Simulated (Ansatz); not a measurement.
Hf:

```
CELL_PARAMETERS angstrom
-1.69500 1.65212 1.64091
1.87648 -1.65155 1.82182
1.94106 1.89761 -1.64034
ATOMIC_POSITIONS crystal
Hf 0.00000 0.00000 0.00000
```

This isn't the form of Hf at room conditions, which is hcp.

The cell isn't the ideal one: cell sheared at random, sigma 0.06, atoms nudged by 0.01 Å.

| Item | Value |
| --- | --- |
| Program | Ansatz 0.2.0 |
| Task | relaxation of cell and atoms |
| Functional | revPBE |
| Potentials or basis | Ansatz PAW |
| Cutoff | 420 eV (not typed: the program's choice for these potentials) |
| k mesh | 11 × 10 × 10 |
| Occupations | fermi-dirac, width 0.05 eV |
| Spin | no spin polarisation |

At the start: volume 23.30 Å³/atom.

Question: How do energy, volume and symmetry change on relaxing?

Answer: It ends after 12 steps and the volume is 23.01 Å³/atom (-1.2 %); space group I4/mmm (No. 139, to 0.05 Å).

Step by step:
```tsv
step	energy change (eV)	largest force (eV/Å)	volume (Å³)
1	0.0000	0.0000	23.30
2	-0.0706	0.0000	22.70
3	-0.1112	0.0000	23.00
4	-0.1449	0.0000	22.74
5	-0.1738	0.0000	22.85
6	-0.1916	0.0000	23.08
7	-0.1951	0.0000	22.93
8	-0.1952	0.0000	22.92
9	-0.2005	0.0000	22.92
10	-0.2015	0.0000	23.01
11	-0.2015	0.0000	23.01
12	-0.2016	0.0000	23.01
```

Final structure:
```
Hf
1.0
    -2.23550    1.61261    1.60587
     2.26103   -1.63071    1.58083
     2.27032    1.57401   -1.62444
Hf
1
Direct
  0.00000 0.00000 0.00000
```

Caveat: the plane-wave basis is chosen anew once the cell has moved, so the energies of steps on either side of that aren't comparable; the PAW data sets come from PBE, with cores solved anew for the run's functional, which leaves a small shift of forces and pressure.
